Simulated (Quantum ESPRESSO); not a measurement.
The system is GaN.

```
Ga N
1.0
     3.18000    0.00000    0.00000
    -1.59000    2.75396    0.00000
     0.00000    0.00000    5.16600
Ga N
2 2
Direct
  0.66667 0.33333 0.50000
  0.33333 0.66667 0.00000
  0.66667 0.33333 0.87500
  0.33333 0.66667 0.37500
```

Program: Quantum ESPRESSO 7.5. Alike in all runs: task dielectric tensor; no spin polarisation; cell as given; k mesh 6 × 6 × 4, shifted; cutoff (eV) 762; smearing fermi-dirac 0.05 eV.

Order these runs on this cell by their pressure, lowest first.
A. level PBE; potentials or basis GBRV 1.5 PBE
B. level BLYP; potentials or basis GBRV 1.5 PBE
C. level LDA; potentials or basis GBRV 1.5 LDA; form of the LDA correlation PZ81

C (-3.7 GPa), A (7.6 GPa), B (14.0 GPa).

Caveats: the cell is more than 3 GPa from zero pressure, which shifts response properties; the potentials were made for another functional, which shifts forces and pressure (some runs).

Not every run made on this cell is shown here.
